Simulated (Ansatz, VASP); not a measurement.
One calculation of Mo, two programs

```xyz
1
Lattice="2.6738 0.0000 0.0000 -1.3369 2.3156 0.0000 0.0000 0.0000 2.6167" Properties=species:S:1:pos:R:3 pbc="T T T"
Mo    0.0000    0.0000    1.3083
```

Change from the starting cell: strain -0.025 along x and y, +0.050 along z, atoms carried along.

Alike in both runs: task single point; functional PBEsol; k mesh 24 × 24 × 24; occupations gaussian, width 0.15 eV; no spin polarisation.

|  | VASP | Ansatz |
| --- | --- | --- |
| version | VASP 6.6.1 | Ansatz 0.2.0 |
| potentials or method | VASP PAW PBE potentials, release 64 (Mo_sv) | scalar-relativistic, plane waves, PAW |
| plane-wave cutoff (eV) | 520 | 420 |
| valence electrons in the cell | 14 | 14 |

```tsv
	VASP	Ansatz	Ansatz less VASP
gap on the k mesh at the Fermi level (eV)	none	none	-
pressure (GPa)	2.7	2.2	-0.54
largest component of the traceless stress (GPa)	15.59	15.58	-0.018
```

A gap of «none» marks a metal or a gap that the smearing closes.

Caveats: the PAW data sets were made with another functional, which shifts forces and pressure a little (VASP).
